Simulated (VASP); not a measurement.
Set up this calculation in VASP 6.6.1, as the native input.

* Task: relaxation of cell and atoms
* Functional: PBEsol
* Potentials or basis: VASP PAW PBE potentials, release 64 (Al)
* Cutoff: 300 eV
* k mesh: 18 × 18 × 10
* Occupations: gaussian, width 0.1 eV
* Spin: no spin polarisation
* Further INCAR settings: ALGO = Normal; EDIFF = 1e-07; IBRION = 2; EDIFFG = -0.005; NSW = 90; ISIF = 3

The structure of Al lies in POSCAR:

```
Al
1.0
    2.8633495100      0.0000000000      0.0000000000
   -1.4316747500      2.4797334100      0.0000000000
    0.0000000000      0.0000000000      4.6758497400
Al
2
Direct
    0.3333333300      0.6666666700      0.2500000000
    0.6666666700      0.3333333300      0.7500000000
```

This isn't the form of Al at room conditions, which is fcc.

One way to write it, as run:

INCAR

```
SYSTEM = Al
PREC = Accurate ; ENCUT = 300
EDIFF = 1E-7 ; ISMEAR = 0
SIGMA = 0.1 ; LREAL = .False.
LASPH = .True. ; NELM = 100
ALGO = Normal ; ISIF = 3
LWAVE = .False. ; LCHARG = .False.
GGA = PS ; IBRION = 2
NSW = 90 ; EDIFFG = -0.005
```

KPOINTS

```
Automatic mesh
0
Gamma
  18 18 10
  0 0 0
```

Potentials or basis: VASP PAW PBE potentials, release 64 (Al).

Run with:

```console
$ cat potpaw_PBE.64/Al/POTCAR > POTCAR
$ mpirun -np 1 vasp_std > vasp.out
```

It gave:

```
Relaxed volume                         : 16.32 Å³/atom
Relaxed cell                           : a = 2.850 Å, b = 2.850 Å, c = 4.639 Å, α = 90.00°, β = 90.00°, γ = 120.00°
Space group after relaxing (to 0.05 Å) : P6_3/mmc (No. 194)
Energy gained by relaxing              : 1.2 meV/atom
Ionic steps                            : 6
Pressure after relaxing                : 0.0 GPa
Band gap on the k mesh                 : none (metal or under the smearing width)
```

Caveat: the PAW data sets were made with another functional, which shifts forces and pressure a little.

Run time: 16 s on 1 thread of Intel(R) Xeon(R) 6975P-C (Granite Rapids) (shared host), peak memory 0.12 GiB.
